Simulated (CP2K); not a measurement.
Input of a CP2K 2026.2 run:

Contents of sb_scf.inp:

```
&GLOBAL
  PROJECT sb_scf
  RUN_TYPE ENERGY_FORCE
  PRINT_LEVEL LOW
&END GLOBAL
&FORCE_EVAL
  METHOD QS
  STRESS_TENSOR ANALYTICAL
  &DFT
    BASIS_SET_FILE_NAME BASIS_MOLOPT_UZH
    POTENTIAL_FILE_NAME POTENTIAL_UZH
    &MGRID
      CUTOFF 450
      REL_CUTOFF 60
      NGRIDS 4
    &END MGRID
    &QS
      METHOD GPW
      EPS_DEFAULT 1.0E-10
    &END QS
    &KPOINTS
      SCHEME MONKHORST-PACK 8 8 8
      GAMMA_CENTERED T
      SYMMETRY T
      SYMMETRY_BACKEND SPGLIB
    &END KPOINTS
    &SCF
      SCF_GUESS ATOMIC
      EPS_SCF 1.0E-6
      MAX_SCF 100
      ADDED_MOS 8
      CHOLESKY OFF
      EPS_EIGVAL 1.0E-7
      &DIAGONALIZATION ON
        ALGORITHM STANDARD
      &END DIAGONALIZATION
      &MIXING ON
        METHOD BROYDEN_MIXING
        ALPHA 0.4
        BETA 1.5
        NBUFFER 8
      &END MIXING
      &SMEAR ON
        METHOD FERMI_DIRAC
        ELECTRONIC_TEMPERATURE 580.23
      &END SMEAR
    &END SCF
    &XC
      &XC_FUNCTIONAL
        &GGA_X_PBE
        &END GGA_X_PBE
        &GGA_C_PBE
        &END GGA_C_PBE
      &END XC_FUNCTIONAL
    &END XC
    &PRINT
      &KPOINTS ON
      &END KPOINTS
      &MULLIKEN ON
        &EACH
          QS_SCF 0
          GEO_OPT 0
          CELL_OPT 0
          MD 0
        &END EACH
        ADD_LAST NUMERIC
      &END MULLIKEN
      &MO ON
        ENERGIES T
        OCCUPATION_NUMBERS T
        &EACH
          QS_SCF 0
          GEO_OPT 0
          CELL_OPT 0
          MD 0
        &END EACH
        ADD_LAST NUMERIC
      &END MO
      &LOWDIN ON
        &EACH
          QS_SCF 0
          GEO_OPT 0
          CELL_OPT 0
          MD 0
        &END EACH
        ADD_LAST NUMERIC
      &END LOWDIN
      &HIRSHFELD ON
        SHAPE_FUNCTION DENSITY
        &EACH
          QS_SCF 0
          GEO_OPT 0
          CELL_OPT 0
          MD 0
        &END EACH
        ADD_LAST NUMERIC
      &END HIRSHFELD
    &END PRINT
  &END DFT
  &SUBSYS
    &CELL
      ABC 3.1840659962 3.1377307053 3.1644181577
      ALPHA_BETA_GAMMA 92.0515354647 92.8587176511 90.3062069925
      PERIODIC XYZ
    &END CELL
    &COORD
      Sb  0.0145335530 0.0120982243 -0.0686671866
    &END COORD
    &KIND Sb
      BASIS_SET TZVP-MOLOPT-PBE-GTH-q5
      POTENTIAL GTH-PBE-q5
    &END KIND
    &PRINT
      &ATOMIC_COORDINATES ON
      &END ATOMIC_COORDINATES
      &CELL ON
      &END CELL
      &SYMMETRY ON
      &END SYMMETRY
    &END PRINT
  &END SUBSYS
  &PRINT
    &FORCES ON
    &END FORCES
    &STRESS_TENSOR ON
    &END STRESS_TENSOR
  &END PRINT
&END FORCE_EVAL
```

Potentials or basis: POTENTIAL_UZH Sb GTH-PBE-q5; TZVP-MOLOPT-PBE-GTH basis.

The run is started by

```bash
$ OMP_NUM_THREADS=1 cp2k.psmp -i sb_scf.inp -o sb_scf.out
```

Question: Estimate the pressure.

Answer: -1.6 GPa.

Question: What does it give for the band gap on the k mesh?

Answer: None (metal or under the smearing width).

Stress tensor (GPa, compression positive):
```
-2.43 -0.11  0.51
-0.11 -0.50  0.13
 0.51  0.13 -1.82
```

Caveat: the basis of atomic orbitals isn't converged, which shifts pressures, moduli and gaps. Spin-orbit coupling is left out, which matters for the levels of Sb.
